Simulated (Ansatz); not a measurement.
# Strain response of Ag

All numbers below come from Ansatz 0.2.0, DFT r2SCAN, scalar-relativistic, plane waves, PAW. (500 eV cutoff, 16×16×16 k-mesh, Gaussian smearing of 0.10 eV, no spin polarisation)

The relaxed crystal:

```yaml
crystal:
  lattice:
    - [3.26854, 0.00000, 0.00000]
    - [0.00000, 3.26854, 0.00000]
    - [0.00000, 0.00000, 3.26854]
  atoms:
    - { symbol: Ag, position: [0.00000, 0.00000, 0.00000] }
    - { symbol: Ag, position: [0.50000, 0.50000, 0.50000] }
```

Deformation: shear that moves c along a by the strain times its height over the a-b plane, the cell held and the atoms relaxed, all within the symmetry that the strain leaves. Energies are extrapolated to zero smearing. On this cell's mesh the reference holds a stress of up to 0.21 GPa.

| strain (%) | ΔE (meV/atom) | a (Å) | b (Å) | c (Å) |
| --- | --- | --- | --- | --- |
| +0.0 | 0.0 | 3.269 | 3.269 | 3.269 |
| +1.5 | 0.8 | 3.269 | 3.269 | 3.269 |
| +3.0 | 3.0 | 3.269 | 3.269 | 3.270 |
| +4.5 | 6.6 | 3.269 | 3.269 | 3.272 |
| +6.0 | 11.5 | 3.269 | 3.269 | 3.274 |
| +9.0 | 25.2 | 3.269 | 3.269 | 3.282 |

Does one stiffness describe the whole range?

No: the innermost pair of points gives (1/V) d²E/dε² = 64 GPa and a cubic fit over all points 57 GPa, so terms beyond the third order count over this range.

This bcc form isn't the element's structure at ambient conditions.